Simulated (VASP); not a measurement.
The system is WC (Qusongite).

```
W C
1.0
     2.90650    0.00000    0.00000
    -1.45325    2.51710    0.00000
     0.00000    0.00000    2.83660
W C
1 1
Direct
  0.00000 0.00000 0.00000
  0.66667 0.33333 0.50000
```

| Quantity | Value |
| --- | --- |
| Program | VASP 6.6.1 |
| Task | relaxation of cell and atoms |
| Functional | PBE |
| Potentials or basis | VASP PAW PBE potentials, release 64 (W_sv, C) |
| Cutoff | 600 eV |
| k mesh | 10 × 10 × 9 |
| Occupations | fermi-dirac, width 0.05 eV |
| Spin | no spin polarisation |

At the start: pressure 6.7 GPa; volume 10.38 Å³/atom.

Problem. How do energy, volume and symmetry change on relaxing?

Solution. Over 6 steps the energy falls by 3.6 meV/atom and the volume is 10.55 Å³/atom (+1.7 %); space group P-6m2 (No. 187, to 0.05 Å).

Step by step:
| step | energy change (eV) | largest force (eV/Å) | pressure (GPa) | volume (Å³) |
| --- | --- | --- | --- | --- |
| 1 | 0.0000 | 0.0000 | 6.70 | 20.75 |
| 2 | 0.0437 | 0.0000 | -16.00 | 22.08 |
| 3 | -0.0071 | 0.0000 | -0.18 | 21.11 |
| 4 | -0.0071 | 0.0000 | -0.02 | 21.10 |
| 5 | -0.0071 | 0.0000 | 0.03 | 21.10 |
| 6 | -0.0072 | 0.0000 | 0.04 | 21.10 |

Final structure:
```
W C
1.0
     2.92487    0.00000    0.00000
    -1.46244    2.53301    0.00000
     0.00000    0.00000    2.84831
W C
1 1
Cartesian
  0.0000 0.0000 0.0000
  1.4624 0.8443 1.4242
```
